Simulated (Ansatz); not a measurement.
# Nickel, A15 under PBEsol: relaxation and energy

Aim: take nickel in the A15 structure, relax it, then solve it on a dense k-mesh. The start is ferromagnetic. The k-meshes are 6×6×6 for the relaxation; 8×8×8 for the dense run.

Program: Ansatz 0.2.0. Level of theory: DFT PBEsol, plane waves (420 eV) with PAW, scalar-relativistic; PBE-made PAW files. These are calculated values, not measurements.

### 1 The starting structure

The structure is cubic, space group Pm-3n (No. 223). Conventional cell: a = 4.440 Å, b = 4.440 Å, c = 4.440 Å, α = 90.00°, β = 90.00°, γ = 90.00°. Ni (site symmetry m-3) has 12 Ni at 2.48 Å as nearest neighbours. Around Ni (site symmetry -4m2) lie 6 Ni at 2.22 to 2.48 Å.

Structure file:

```cif
data_structure
_symmetry_space_group_name_H-M 'Pm-3n'
_symmetry_Int_Tables_number 223
_cell_length_a 4.4398
_cell_length_b 4.4398
_cell_length_c 4.4398
_cell_angle_alpha 90.000
_cell_angle_beta 90.000
_cell_angle_gamma 90.000
_cell_volume 87.52
loop_
_atom_site_label
_atom_site_type_symbol
_atom_site_symmetry_multiplicity
_atom_site_Wyckoff_symbol
_atom_site_fract_x
_atom_site_fract_y
_atom_site_fract_z
_atom_site_occupancy
Ni1 Ni 2 a 0.00000 0.00000 0.00000 1
Ni2 Ni 6 c 0.25000 0.00000 0.50000 1
```

The atoms start with moments of +0.8 ×8 μB.

### 2 Relaxing cell and atoms

input.yaml

```yaml
crystal:
  lattice:
    - [4.4398105893, 0.0, 0.0]
    - [0.0, 4.4398105893, 0.0]
    - [0.0, 0.0, 4.4398105893]
  atoms:
    - { symbol: Ni, position: [0.0, 0.0, 0.0], spin: 0.8 }
    - { symbol: Ni, position: [0.5, 0.5, 0.5], spin: 0.8 }
    - { symbol: Ni, position: [0.25, 0.0, 0.5], spin: 0.8 }
    - { symbol: Ni, position: [0.75, 0.0, 0.5], spin: 0.8 }
    - { symbol: Ni, position: [0.5, 0.25, 0.0], spin: 0.8 }
    - { symbol: Ni, position: [0.5, 0.75, 0.0], spin: 0.8 }
    - { symbol: Ni, position: [0.0, 0.5, 0.25], spin: 0.8 }
    - { symbol: Ni, position: [0.0, 0.5, 0.75], spin: 0.8 }
hamiltonian:
  xc: pbesol
  pseudopotentials:
    kind: paw
    azcp:
      Ni: "pseudopotentials/Ni.paw.azcp"
basis:
  ecutwfc: 420
  fft_grid_basis: typed
kpoints:
  mp_grid: { grid: [6, 6, 6], shift: [0, 0, 0] }
magnetization:
  spin_polarized: true
scf:
  occupations: { method: fermi_dirac, width: 0.05 }
relax:
  max_steps: 60
  f_tol: 0.01
  cell: {}
output:
  write_density: true
  write_potential: true
  elf: true
  volumetric_format: npy
```

Started as:

```sh
$ ansatz run input.yaml --threads 4 --pin off --max-ram 8192MiB --backend cpu --events-out ev --progress --plain --runs-dir out
```

The runs that follow: Dense single point.

**Question.** What will these runs give? Wanted: space group; conventional cell; volume; shortest distance; gap on the mesh; magnetic state; relative to fcc, ferromagnetic.

The runs gave:

```
                      quantity                                  value
space group (spins left aside)                        Pm-3n (No. 223)
             conventional cell                            a = 4.396 Å
                        volume                         10.619 Å³/atom
             shortest distance                                2.198 Å
               gap on the mesh           none (levels filled in part)
                magnetic state  ferromagnetic, up to 0.62 μB per atom
relative to fcc, ferromagnetic                          +153 meV/atom
```

What this shows: From the guessed start the volume shrank by 2.9 % in 5 steps. It lies 153 meV/atom above the element's reference form at the same level (fcc, ferromagnetic, from a run of its own), so it is far from stable. The final state is ferromagnetic (largest moment 0.62 μB). No gap shows: it is a metal or semimetal at this level. Relaxation kept the symmetry; phonons were not checked.
